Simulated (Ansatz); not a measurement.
## Deforming TaN

```
CELL_PARAMETERS angstrom
2.93800 0.00000 0.00000
-1.46900 2.54438 0.00000
0.00000 0.00000 2.88300
ATOMIC_POSITIONS crystal
Ta 0.33333 0.66667 0.50000
N 0.00000 0.00000 0.00000
```

Atoms are numbered in the order listed.

The conventional cell has a = 2.938 Å, b = 2.938 Å, c = 2.883 Å, α = 90.00°, β = 90.00°, γ = 120.00°. Ta (atom 1) is surrounded by 6 N at 2.23 Å. N (atom 2) has 6 Ta at 2.23 Å as nearest neighbours.

The cell is COD entry 1538016, as deposited and not checked against the literature; nothing was relaxed.

Spin–orbit coupling is left out, though it moves levels of the heavy atoms by tenths of an eV or more.

Method: Ansatz 0.2.0, DFT, PBE, all-electron LAPW, scalar-relativistic.

Numerical set-up: a Γ-centred 12×12×10 k mesh, Fermi–Dirac smearing of 0.02 eV, basis error target 0.5 meV/atom, no spin polarisation.

The unchanged cell is at 4.85 GPa.

In a metal, stresses and small energies carry noise from the k mesh.

x, y and z are the Cartesian axes of the cell as listed; fractional coordinates follow a strain, and an engineering shear is twice the off-diagonal strain component.

One change gave: energy change +10 meV/atom; stress change (xx, yy, zz, yz, xz, xy) 0.19, 0.65, 0.47, 5.03, 5.04, 4.55 GPa, compression positive; change of the force on N2 (0.056, 0.002, 0.022) eV/Å. Which change was it?
A. xy engineering shear strain of +1 %
B. equal xy, yz and zx engineering shear strains of -3 %
C. atom 2 (N) moved by (0.1155, 0.1155, 0.1155) Å
D. z strained by +3 % at fixed volume
E. equal xy, yz and zx engineering shear strains of +2 %
F. equal xy, yz and zx engineering shear strains of +1 %
G. equal xy, yz and zx engineering shear strains of +3 %
H. equal xy, yz and zx engineering shear strains of -1 %
I. equal xy, yz and zx engineering shear strains of -2 %

I. For z strained by +3 % at fixed volume: energy change +26 meV/atom; stress change (xx, yy, zz, yz, xz, xy) 8.59, 8.59, -19.40, 0.00, 0.00, 0.00 GPa, compression positive. For xy engineering shear strain of +1 %: energy change under 1 meV/atom; stress change (xx, yy, zz, yz, xz, xy) -0.06, 0.12, 0.03, 0.00, 0.00, -2.23 GPa, compression positive; change of the force on N2 (-0.018, 0.000, 0.000) eV/Å. For atom 2 (N) moved by (0.1155, 0.1155, 0.1155) Å: energy change +134 meV/atom; stress change (xx, yy, zz, yz, xz, xy) 2.19, 7.69, 8.55, 4.71, 3.49, -1.39 GPa, compression positive; change of the force on N2 (-1.319, -1.529, -1.786) eV/Å. For equal xy, yz and zx engineering shear strains of -3 %: energy change +23 meV/atom; stress change (xx, yy, zz, yz, xz, xy) 0.69, 1.24, 1.05, 7.65, 7.67, 7.23 GPa, compression positive; change of the force on N2 (0.102, 0.006, 0.050) eV/Å. For equal xy, yz and zx engineering shear strains of -1 %: energy change +2 meV/atom; stress change (xx, yy, zz, yz, xz, xy) 0.01, 0.19, 0.13, 2.48, 2.48, 2.27 GPa, compression positive; change of the force on N2 (0.023, 0.000, 0.005) eV/Å. For equal xy, yz and zx engineering shear strains of +2 %: energy change +9 meV/atom; stress change (xx, yy, zz, yz, xz, xy) 0.18, 0.64, 0.45, -4.71, -4.72, -4.25 GPa, compression positive; change of the force on N2 (-0.017, 0.002, 0.020) eV/Å. For equal xy, yz and zx engineering shear strains of +1 %: energy change +2 meV/atom; stress change (xx, yy, zz, yz, xz, xy) 0.01, 0.19, 0.13, -2.40, -2.40, -2.19 GPa, compression positive; change of the force on N2 (-0.013, 0.000, 0.005) eV/Å. For equal xy, yz and zx engineering shear strains of +3 %: energy change +21 meV/atom; stress change (xx, yy, zz, yz, xz, xy) 0.66, 1.20, 0.97, -6.95, -6.96, -6.56 GPa, compression positive; change of the force on N2 (-0.013, 0.004, 0.045) eV/Å.

What force constant does this one finite step give for N2 along its displacement (all its periodic images move with it)?

k = −ΔF·u/|u|² = 13.38 eV/Å², so the force pulls the atom back.
